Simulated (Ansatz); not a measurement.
## GaN (P6_3mc): a many-body input that goes wrong, and its mend

What is wrong with this input for GaN (P6_3mc)?

Calculated with Ansatz 0.2.0; G0W0 on PBE, plane waves, PAW.

The database entry behind the starting cell has ideal inner coordinates that were not refined, so it need not match the best structure at ambient conditions.

### 1. The structure

It takes space group P6_3mc (No. 186, hexagonal). Conventional cell: a = 3.190 Å, b = 3.190 Å, c = 5.189 Å, α = 90.00°, β = 90.00°, γ = 120.00°. Ga has 4 N at 1.95 Å nearest. N has 4 Ga at 1.95 Å nearest. Farther neighbours and most contacts between anions are not listed.

The cell and positions come from the Crystallography Open Database and are kept as given unless a step says otherwise. The default PAW set here is soft_1. Its files were made with PBE.

### 2. First try

Input file input.yaml:

```yaml
crystal:
  lattice:
    - [3.19, 0.0, 0.0]
    - [-1.595, 2.7626210381, 0.0]
    - [0.0, 0.0, 5.189]
  atoms:
    - { symbol: Ga, position: [0.6666666667, 0.3333333333, 0.0] }
    - { symbol: Ga, position: [0.3333333333, 0.6666666667, 0.5] }
    - { symbol: "N", position: [0.6666666667, 0.3333333333, 0.375] }
    - { symbol: "N", position: [0.3333333333, 0.6666666667, 0.875] }
kpoints:
  mp_grid: { grid: [6, 6, 2] }
hamiltonian:
  xc: pbe
  pseudopotentials: { kind: paw, azcp: { folder: "./paw" } }
scf:
  occupations: { method: fixed }
gw:
  n_empty_bands: 48
  ecut_chi: 10
  qp_bands: [v2, c2]
  qp_kpoints: band_edges
  screening: { model: contour_deformation }
```

The run is started by

```sh
ansatz run input.yaml --threads 3 --pin off --max-ram 92160MiB --backend cuda --events-out ev --progress --plain --runs-dir out --devices 1 --max-vram 13GiB
```

Numbers of over 12 decimals in the logs are rounded to 6 here.

What it wrote:

```text
GPUs: using 1 of 1 available (devices: 1).
Engine: ansatz 0.2.0, x86_64-unknown-linux-gnu
Pseudopotentials: kind: paw
Pseudopotential: Ga, paw, valence charge 13, recommended cutoff 420 eV (normal), <dir>
Pseudopotential: N, paw, valence charge 5, recommended cutoff 420 eV (normal), <dir>
Functional definition: PBE
  parameter kappa = 0.804
  parameter beta = 0.066725
  exchange = pbe_x(kappa = kappa, mu = beta*pi^2/3)
  correlation = pbe_c(beta = beta)
device memory: the entry about to start is reckoned to put 0.6 GiB on a device that reports 44.6 GiB free (of which the cap on the GPU budget leaves the run 13.0 GiB)
GPU FFT provider: cuFFT
GPU libraries: cuBLAS 13.8.2, cuFFT 12.4.0, cuSOLVER 12.3.4
Crystal: 4 atoms, lattice volume = 45.729 Å³
Basis set: ecut = 420 eV, 917 PW (Γ)
Bands: 22, of which v1, the nominal top of the filled ones, is band 18 counted from 1 (17 counted from 0)
Symmetry: 12 space group operations
Space group: P63mc (ITA 186), of the structure as read, at distance tolerance 3.6e-5 Å
k-points: 14 of 72
Non-local potential: Ga, projectors of the file, l = 0: 2, l = 1: 2, l = 2: 3, l = 3: 1
Non-local potential: N, projectors of the file, l = 0: 2, l = 1: 2, l = 2: 1
PAW form: soft (Blöchl's): semilocal exchange-correlation on the pseudo side does not see the compensation charge
PAW one-centre angular grid: Ga, 590 points (default); XC on 64 Gauss nodes
PAW one-centre angular grid: N, 110 points (default); XC on 64 Gauss nodes
Initial density: superposition of atomic densities (chi_scale 0.1, normalization cell, long waves kept (reshape's long-wave potential 0.00 eV rms))
Initial wavefunctions: pseudopotential atomic-orbital guess
GPU buffer pool allocated for 20736 grid points (all kernels)
GPU transforms: local potential and band sums: pruned to the plane-wave sphere, on 24×24×36
Functional: x = pbe(κ = 0.804, μ = 0.219515), c = pbe(β = 0.066725)
SCF iter   1: F=—  HF=-8337.202396 eV  |F-HF|=—  |Δ(HF+E_count)|=         —  Δρ=1.13e-1  dr2=5.09e0  ethr=3.10e-3  ⟨swp⟩=4.0  Hψ=1117  notcnv=0  defer=5
preconditioner: auto → Resta (q_TF=auto, 2.622 Å⁻¹)  ε∞=4.8  [insulator: Δε(μ)=2.712 eV  Ē_g=16.854 eV  n_scr=22 (ndim 8)  ℏωp=32.9 eV  f_vac=0.000  ε∞_Penn≈4.8]
SCF iter   2: F=—  HF=-8335.918612 eV  |F-HF|=—  |Δ(HF+E_count)|=    1.28e0  Δρ=4.69e-2  dr2=5.38e-1  ethr=3.10e-3  ⟨swp⟩=2.0  Hψ=716  notcnv=0  defer=14
SCF iter   3: F=—  HF=-8335.833379 eV  |F-HF|=—  |Δ(HF+E_count)|=   8.52e-2  Δρ=1.84e-2  dr2=1.12e-1  ethr=1.50e-3  ⟨swp⟩=2.0  Hψ=449  notcnv=0  defer=27
SCF iter   4: F=—  HF=-8335.820403 eV  |F-HF|=—  |Δ(HF+E_count)|=   1.30e-2  Δρ=3.23e-3  dr2=5.89e-3  ethr=3.10e-4  ⟨swp⟩=3.0  Hψ=587  notcnv=0  defer=27
SCF iter   5: F=—  HF=-8335.819087 eV  |F-HF|=—  |Δ(HF+E_count)|=   1.32e-3  Δρ=2.80e-3  dr2=2.13e-3  ethr=1.64e-5  ⟨swp⟩=2.0  Hψ=587  notcnv=0  defer=27
SCF iter   6: F=—  HF=-8335.820488 eV  |F-HF|=—  |Δ(HF+E_count)|=   1.40e-3  Δρ=7.62e-4  dr2=2.06e-4  ethr=5.91e-6  ⟨swp⟩=2.9  Hψ=589  notcnv=0  defer=27
SCF iter   7: F=—  HF=-8335.820664 eV  |F-HF|=—  |Δ(HF+E_count)|=   1.76e-4  Δρ=1.30e-4  dr2=8.73e-6  ethr=5.72e-7  ⟨swp⟩=2.0  Hψ=570  notcnv=0  defer=25
SCF iter   8: F=—  HF=-8335.820674 eV  |F-HF|=—  |Δ(HF+E_count)|=   1.04e-5  Δρ=1.81e-5  dr2=1.23e-7  ethr=2.43e-8  ⟨swp⟩=2.0  Hψ=560  notcnv=0
SCF iter   9: F=-8335.820674 eV  HF=-8335.820674 eV  |F-HF|=3.02e-9  |Δ(HF+E_count)|=   1.96e-7  Δρ=2.62e-6  dr2=3.40e-9  ethr=2.78e-10  ⟨swp⟩=4.1  Hψ=983  notcnv=0
SCF 1 converged in 9 iterations: F = -8335.820674 eV  dr2 = 3.40e-9
[...]
device memory: the entry about to start is reckoned to put 0.6 GiB on a device that reports 44.9 GiB free (of which the cap on the GPU budget leaves the run 13.0 GiB)
NSCF: frozen V_eff on 14 k-points, pencils in batches of 32, up to order 88
[...]
device memory: the entry about to start is reckoned to put 1.5 GiB on a device that reports 44.5 GiB free (of which the cap on the GPU budget leaves the run 13.0 GiB)
NSCF: frozen V_eff on 14 k-points
G₀W₀ screening: q 1/14
[... further progress lines ...]
SCF converged after 9 iterations
Free energy (F): -8335.820674 eV
Harris-Foulkes:  -8335.820674 eV  (|F-HF|=3.02e-9)
Internal energy: -8335.820674 eV  (E = F + TS)
E sigma→0 (E₀):  -8335.820674 eV
Fermi energy:    9.678907 eV
--- Per-component energies (eV) ---
  E_band       = -10.882331
  E_kinetic    = 481.916153
  E_local      = -2834.643260  (includes V_loc(G=0)·N_el)
  E_nonlocal   = -109.329109
  E_hartree    = 1792.828359
  E_xc         = -244.706908
  E_vxc        = -261.983021  (∫ρ·V_xc dr)
  E_paw        = -4249.378871  (= ΣΔE_a)
  E_vpaw       = -872.502331  (= ΣTr[D̂ρ^β])
  E_aug_tail   = 0.001510  (compensation charges beyond the density's cutoff)
  E_ewald      = -3172.508547
  E_smearing   = -0.000000  (= −TS)
  E_closure    = 0.000000  (closes the sum)
  Σ components = -8335.820674   (vs F -8335.820674, Δ=0.00e0)
--- Band table (eV; the first three rows and the last of 14) ---
  k-point 0: bands = [... 14 lower, 8.6349, 9.6160, 9.6789, 9.6789, 11.5704, 13.9220, 18.8640, 19.5626]
  k-point 1: bands = [... 14 lower, 9.1437, 9.1437, 9.1437, 9.1437, 13.9053, 13.9053, 18.1605, 18.1605]
  k-point 2: bands = [... 14 lower, 7.9549, 8.1295, 9.3300, 9.4422, 13.0963, 15.1983, 17.8213, 18.5923]
  k-point 13: bands = [... 14 lower, 5.5082, 5.5082, 8.1876, 8.1876, 16.0951, 16.0951, 16.9770, 16.9770]
--- G₀W₀: contour deformation, 6 samples at zero and on the imaginary axis and 1 off it, 72 q-points, 48 empty bands' worth ---
  eigenvalues of the whole cell's RPA ε∞ on this k-mesh (on a slab, of 1 + 4πα/V) = 6.8374, 6.8374, 6.9202; static W/v taken at q = 0 is 0.145273
  gw.qp_kpoints: band_edges: 11 of 14 stored k-points solved, in 1 pass; an edge of the gap read off the rows below is read off those points alone
    valence top: of the k-points left out ik 8 came nearest to being solved in a further pass, in band 18 (counted from 1, as in the quasiparticle table): it holds the edge there only if its correction is more favourable than any solved in that band by at least 0.922 eV; those differ by 0.262 eV
    conduction bottom: of the k-points left out ik 8 came nearest to being solved in a further pass, in band 19 (counted from 1, as in the quasiparticle table): it holds the edge there only if its correction is more favourable than any solved in that band by at least 2.680 eV; those differ by 0.717 eV
  `?` marks the rows in doubt; gw_qp.tsv's column doubts and the gw_qp event give each row's grounds
    ik  band        ε_KS         Σx   Σc(E_QP)       V_xc       Z   E_QP_lin       E_QP  E_QP is
     0    17      9.6789   -23.8131     3.0786   -20.2301  0.8272     9.1703     9.1746  root
     0    18      9.6789   -23.8131     3.0786   -20.2301  0.8272     9.1703     9.1746  root
     0    19     11.5704   -11.4702    -3.2011   -15.7692  0.8354    12.6937    12.6684  root
     0    20     13.9220   -10.2044    -3.6473   -15.2908  0.8346    15.4242    15.3611  root
     1    17      9.1437   -23.3665     3.2466   -19.5598  0.8244     8.5780     8.5835  root
     1    18      9.1437   -23.3665     3.2466   -19.5598  0.8244     8.5780     8.5835  root
     1    19     13.9053   -10.8781    -3.6254   -15.8900  0.8294    15.3476    15.2918  root
     1    20     13.9053   -10.8781    -3.6254   -15.8900  0.8294    15.3476    15.2918  root
     2    17      9.3300   -23.5168     3.2685   -19.7140  0.8239     8.7906     8.7957  root
     2    18      9.4422   -23.5878     3.1612   -19.9045  0.8257     8.9153     8.9200  root
     2    19     13.0963   -11.9465    -3.2676   -16.4416  0.8293    14.3603    14.3238  root
     2    20     15.1983   -10.4677    -3.8718   -15.9036  0.8275    16.8563    16.7625  root ?
     3    17      8.7514   -22.9629     3.3317   -19.0416  0.8218     8.1555     8.1619  root
     3    18      8.7514   -22.9629     3.3317   -19.0416  0.8218     8.1555     8.1619  root
     3    19     14.8078   -10.7651    -3.8484   -16.0487  0.8230    16.3095    16.2429  root
[...]
12    20     17.4607   -11.2814    -4.3720   -17.9134  0.8071    19.6737    19.7207  root
    13    17      8.1876   -22.3440     3.5139   -18.2410  0.8171     7.5919     7.5985  root
    13    18      8.1876   -22.3440     3.5139   -18.2410  0.8171     7.5919     7.5985  root
    13    19     16.0951    -9.4770    -4.0280   -14.9799  0.8257    17.6452    17.5701  root
    13    20     16.0951    -9.4770    -4.0280   -14.9799  0.8257    17.6452    17.5701  root
```

Elapsed: 14 s, on 1 × NVIDIA H100 80GB HBM3 (shared by 6 runs) with 3 threads of AMD EPYC 7R13 (Zen 3), shared host; peak memory 1 GiB.

**Diagnosis.**

The run ended normally, though the input holds a fault or crude settings.

The fault: screening cutoff of a few eV. Such a cutoff keeps only a few plane waves in the dielectric matrix, so local fields and the Coulomb hole are lost.

It printed a gap of 3.49 eV, which is an artefact of the settings.

### 3. A better input

Now the one-shot GW correction: screening in the RPA, then the self-energy of the levels asked for.

input.yaml, as its differences from that of step 2:

```diff
@@ -11,3 +11,3 @@
 kpoints:
-  mp_grid: { grid: [6, 6, 2] }
+  mp_grid: { grid: [6, 6, 4] }
 hamiltonian:
@@ -19,3 +19,3 @@
   n_empty_bands: 48
-  ecut_chi: 10
+  ecut_chi: 60
   qp_bands: [v2, c2]
```

What it wrote:

```text
GPUs: using 1 of 1 available (devices: 1).
[...]
GPU FFT provider: cuFFT
GPU libraries: cuBLAS 13.8.2, cuFFT 12.4.0, cuSOLVER 12.3.4
Crystal: 4 atoms, lattice volume = 45.729 Å³
Basis set: ecut = 420 eV, 917 PW (Γ)
Bands: 22, of which v1, the nominal top of the filled ones, is band 18 counted from 1 (17 counted from 0)
[... 1 set-up line as in the run before ...]
[...]
k-points: 21 of 144 (time reversal used)
[...]
GPU buffer pool allocated for 20736 grid points (all kernels)
[...]
SCF iter   1: F=—  HF=-8337.203660 eV  |F-HF|=—  |Δ(HF+E_count)|=         —  Δρ=1.13e-1  dr2=5.09e0  ethr=3.10e-3  ⟨swp⟩=4.0  Hψ=1676  notcnv=0  defer=6
[...]
SCF iter   9: F=-8335.821065 eV  HF=-8335.821065 eV  |F-HF|=3.07e-9  |Δ(HF+E_count)|=   1.97e-7  Δρ=2.62e-6  dr2=3.38e-9  ethr=2.78e-10  ⟨swp⟩=4.1  Hψ=1511  notcnv=0
SCF 1 converged in 9 iterations: F = -8335.821065 eV  dr2 = 3.38e-9
[...]
0    18      9.6804   -23.8574     3.5071   -20.2303  0.7762     9.5602     9.5604  root
     0    19     11.5708   -11.5392    -3.3743   -15.7696  0.8108    12.4362    12.4268  root
     0    20     13.9224   -10.1834    -4.0616   -15.2907  0.8132    14.9857    14.9682  root
     1    17      9.5208   -23.7219     3.5482   -20.0301  0.7756     9.3769     9.3771  root
     1    18      9.5208   -23.7219     3.5482   -20.0301  0.7756     9.3769     9.3771  root
     1    19     12.7681   -12.2078    -3.2902   -16.4935  0.8011    13.7780    13.7637  root
     1    20     14.0264   -10.1639    -4.0781   -15.3102  0.8104    15.1134    15.0946  root
[...]
18    20     17.4614   -11.2866    -4.9729   -17.9138  0.7710    19.2168    19.1156  root ?
    20    17      8.1880   -22.2764     3.7768   -18.2403  0.7693     7.9277     7.9287  root
    20    18      8.1880   -22.2764     3.7768   -18.2403  0.7693     7.9277     7.9287  root
    20    19     16.0948    -9.5392    -4.4100   -14.9797  0.8070    17.1451    17.1253  root
    20    20     16.0948    -9.5392    -4.4100   -14.9797  0.8070    17.1451    17.1253  root
[key lines of the parts left out:]
SCF converged after 9 iterations
Free energy (F): -8335.821065 eV
Fermi energy:    9.680356 eV
```

Wall time 16 s (1 × NVIDIA H100 80GB HBM3 (shared by 6 runs) with 3 threads); peak memory 0.99 GiB.

This step gave:

- bands summed: 66
- RPA ε∞ on this mesh (eigenvalues): 6.124, 6.124, 6.126
- plane waves in the screening matrix: 43
- q-points in the mesh: 144
- G0W0 gap on the mesh: 2.866 eV
- k of the valence top: 0, 0, 0
- k of the conduction bottom: 0, 0, 0
- starting gap on the mesh: 1.890 eV
- Z at the valence top: 0.7762
- Z at the conduction bottom: 0.8108
- least direct G0W0 gap on the computed points: 2.866 eV

The gap on the mesh goes from 1.89 eV to 2.87 eV, a correction of +0.98 eV. Between the two edge states, bare exchange in place of the xc potential would open the gap by 7.86 eV, and correlation takes back 6.88 eV.

### 4. What came out

```yaml
first_try: converged after 14 s
better_run: G0W0 gap on the mesh 2.87 eV (6×6×4 mesh, 48 empty bands, screening to 60 eV)
```

In words: The second run differs in: mesh and screening cutoff (eV). Bands and cutoff are finite, so the gap is not at the basis limit. The miss can reach some tenths of an eV and take either sign; the mesh is an error of its own. The many-body steps are scalar-relativistic: spin-orbit coupling is not in them.

[Paths, hosts, dates, memory and timing lines, banners, echoed tables and standing remarks are left out of the program output.]

[Logs are printed without paths, hosts, clocks, repeated set-up lines and the standing remarks that a program may print on its own settings, such as how far it seeks lower states.]

[Runs of the session that timed out or met a known fault of the program may be left out.]

[Cells called generated may have been cut or substituted from an entry of the Crystallography Open Database or the Materials Project.]

[Hosts, paths, dates, database ids (printed as entryN), source tags and the programs' standing remarks are cut or masked in the printed files.]
